**When a small volume error becomes a large stiffness error**

How can a weak attraction between atoms make copper too hard to compress? The bulk modulus $B$ measures the pressure needed for a given relative change of volume. An extra attraction helps to squeeze a crystal, so it ought to make it softer. Yet with the dispersion correction D3 added to the density functional PBE, copper comes out 16 % stiffer than measured.

GPAW 26.7.0, plane-wave PBE with D3 dispersion, for nine crystals, without spin polarisation or spin–orbit coupling and with Fermi–Dirac smearing of 0.05 eV. The computed bulk modulus is taken at the energy minimum of an equation of state fitted to seven volumes, from 0.94 to 1.06 times that of the given cell.

```csv
formula,space group,volume of the given cell (Å³/atom),potentials or basis,wave cutoff (eV),k-mesh,computed bulk modulus (GPa),measured bulk modulus (GPa),range of the values found (GPa),"what was measured, and how",source,"computed over measured, less one (%)"
Ge,Fd-3m,22.64,GPAW PAW data sets (gpaw data 1.2.1),600,8x8x8,59.6,75.8,one value,bulk modulus of bulk Ge; not stated; bulk crystal,arXiv:1908.00180 (2019),-21.4
ZnS,F-43m,19.73,GPAW PAW data sets (gpaw data 1.2.1),600,7x7x7,79.4,76.9,one value,B0; experimental value quoted from literature; bulk crystal,arXiv:0911.5022 (2009),3.3
Al,Fm-3m,16.60,GPAW PAW data sets (gpaw data 1.2.1),600,11x11x11,84.0,76.9,one value,bulk modulus; literature experiment; bulk crystal,pmc:3831299 (2013),9.2
Cu,Fm-3m,11.81,GPAW PAW data sets (gpaw data 1.2.1),600,13x13x13,161.4,139,one value,"from linear fit of volume against pressure, 5 to 33 MPa; synchrotron powder XRD under pressure; powder",pmc:10161880 (2023),16.1
BP,F-43m,11.68,GPAW PAW data sets (gpaw data 1.2.1),800,10x10x10,166.2,174,173 to 179,"B0, Murnaghan EOS fit with V0 fixed at 93.45 A^3; XRD in diamond anvil cell; powder",arXiv:1505.05714 (2015),-4.5
Ta,Im-3m,18.01,GPAW PAW data sets (gpaw data 1.2.1),600,11x11x11,213.1,194,one value,isothermal K0 from ultrasonic data; ultrasonic measurement; bulk crystal,arXiv:cond-mat/0403080 (2004),9.8
SiC,F-43m,10.35,GPAW PAW data sets (gpaw data 1.2.1),800,10x10x10,217.2,225,one value,bulk modulus B; quoted earlier experiment; bulk crystal,pmc:9505936 (2022),-3.5
W,Im-3m,15.85,GPAW PAW data sets (gpaw data 1.2.1),600,12x12x12,318.9,307,one value,"isotropic polycrystalline bulk modulus K, bounded above by the literature value in the fit; surface Brillouin spectroscopy; bulk crystal",arXiv:1710.07581 (2017),3.9
BN,F-43m,5.96,GPAW PAW data sets (gpaw data 1.2.1),800,10x10x10,378.5,395,395 to 400,"isothermal B0, Vinet fit; equation-of-state measurement; bulk crystal",arXiv:1208.3664 (2012),-4.2
```

The errors have a pattern. All four metals are too stiff, from 4 % in tungsten to 16 % in copper, while germanium is 21 % too soft. The other four semiconductors and insulators lie within 5 % of experiment. Differences of a few per cent deserve little weight, since the measured values come from different methods and contain thermal and zero-point motion, which the calculation lacks. In aluminium and copper, which expand readily, this motion alone is expected to be worth more than a few per cent.

**The sign of the failure is in the volume**

Each computed modulus belongs to the volume $V_0$ at which the computed energy is lowest, found by fitting an equation of state to seven volumes. This is not the volume $V$ of the given cell. In copper $V_0$ is 3.2 % smaller than $V$, and in germanium it is 4.7 % larger. The given cells come from databases and serve here as stand-ins for the measured volumes; the source of the measured modulus confirms this only for BP. A measured volume includes thermal and zero-point expansion, so a correct static minimum should lie somewhat below it, and not all of the gap between $V_0$ and $V$ is a fault of the method.

A crystal stiffens under pressure $P$ roughly as $B = B_0 + B'P$, where $B_0$ is the modulus at $V_0$ and $B'$ is its pressure derivative. Combined with the definition $B=-V\,dP/dV$, this gives

$$B(V)=B_0\left(\frac{V_0}{V}\right)^{B'}.$$

Suppose that the method gave the right stiffness at the given volume and erred only in where it puts the minimum. The relative error of $B_0$ would then be $(V/V_0)^{B'}-1$. Since $B'$ lies between about 4 and 5 in these crystals, a volume error returns four to five times as large in the stiffness, with opposite sign.

For copper, $V=11.81$ and $V_0=11.43$ Å³ per atom, and $B'=5.0$. The expected error is $(11.81/11.43)^{5.0}-1$, about 18 %, against the actual 16 %. For germanium the same formula gives −22 % against −21 %. It contains no constant adjusted to the measured moduli, and over the nine crystals it misses the actual error by 3 percentage points on average.

A direct test is to take the modulus at the given volume, from the computed pressures at volumes 2 % smaller and 2 % larger. Copper then gives 137 GPa and germanium 75 GPa, both within 2 % of experiment. Seven of the nine crystals improve in this way; BP and BN do not.

**Why an attraction stiffens a metal**

D3 adds an attractive energy for pairs of atoms and leaves the electron density unchanged. Its energy can therefore be subtracted at each volume, which separates two effects. At fixed volume the attraction softens copper, by 17.7 GPa. It also acts like an external pressure of 8.14 GPa that pushes the crystal inward, where the repulsion between the atoms is steeper.

The inward shift raises the modulus by $B'$ times this pressure, $5.0\times8.14=40.7$ GPa. The net effect is $40.7-17.7=23.0$ GPa of extra stiffness. Without D3 copper would have 138 GPa, next to the measured 139 GPa. This estimate keeps $B'$ unchanged.

The bond of a diatomic molecule behaves in the same way. A weak additional pull shortens the bond, and the shorter bond can vibrate faster although the pull itself has a softening curvature. The analogy covers the mechanics of one length only; it has no conduction electrons, and these matter for the size of the pull in a metal.

Taking D3 out brings the modulus of each of the four metals closer to the measured value and lowers their mean error from 10 % to 1.4 %. Theory offers a reason: conduction electrons screen the fluctuating dipoles that cause dispersion, whereas D3 sums over pairs of atoms without this collective screening. But this comparison sets static crystals against vibrating ones. Thermal and zero-point expansion is expected to be of the order of a per cent in volume in aluminium and copper and smaller in tantalum and tungsten, and each per cent costs four to five per cent of stiffness. It would soften both sets of numbers, shrinking the errors with D3 and pushing those without D3 towards or below zero. Much of the advantage of removing D3 may therefore vanish once vibrations are included. A pull that is too strong remains likely for copper and tantalum and is doubtful for aluminium and tungsten, and the numbers do not isolate screening as the cause.

Nor do they show that PBE alone is right. Without D3 copper's minimum lies 2.3 % above the given volume, and at the given volume its modulus would be 154 GPa. The good value of 138 GPa thus joins a volume that is too large to a curve that is too stiff. Agreement in the modulus alone can hide two errors, so the volume has to be checked with it.

Tungsten shows a similar conflict, though a less certain one. Against the listed value D3 makes its modulus worse, yet it brings the minimum closer to the given volume, from 1.8 % above it to 0.7 % below. A measured modulus only 4 GPa higher would reverse the verdict on the modulus, and the fit behind the listed value was bounded from above.

**Germanium fails in the opposite direction**

Germanium remains too loosely bound even with D3. PBE tends to make such crystals too large, and D3 repairs only part of this: without it the modulus would fall further, from 60 to roughly 57 GPa, an estimate whose minimum falls at the edge of the volumes computed. The same correction that moves the static moduli of the metals away from the listed values therefore helps here. The minimum lies near the upper end of the volumes computed, so this modulus is less securely determined than the others.

A second warning appears in the electronic structure. The band gap on the k-mesh is 0.09 eV at the given volume and zero at the computed minimum, although real germanium is a semiconductor. PBE is known to make band gaps too small, and expansion closes what gap is left.

**What the volume does not explain**

The practical rule is to compare the computed minimum with a measured volume before trusting the modulus, allowing for the expansion that the measured volume contains and the static minimum lacks. A minimum that is 1 % too small should make the crystal roughly 4 to 5 % too stiff. If the modulus is still wrong at the measured volume, the fault lies in the shape of the energy curve or in the reference.

BP is such a case. BN is less certain: its given volume lies within 0.1 % of the minimum without D3, as expected of a cell relaxed with PBE, so it may not be the measured volume. Both minima lie slightly below the given volumes, which should make the crystals too stiff if those volumes are the measured ones. Yet they are 4 to 5 % too soft, and 6 to 7 % too soft at the given volume. D3 explains only part of this softness: without it the moduli at the given volumes would be 168 and 371 GPa, still below the measured 174 and 395 GPa. Whether PBE itself makes the energy curves too flat, or whether the numerical settings or the measured values contribute, remains open; a second functional and a convergence test at the same volumes would test the first two possibilities.
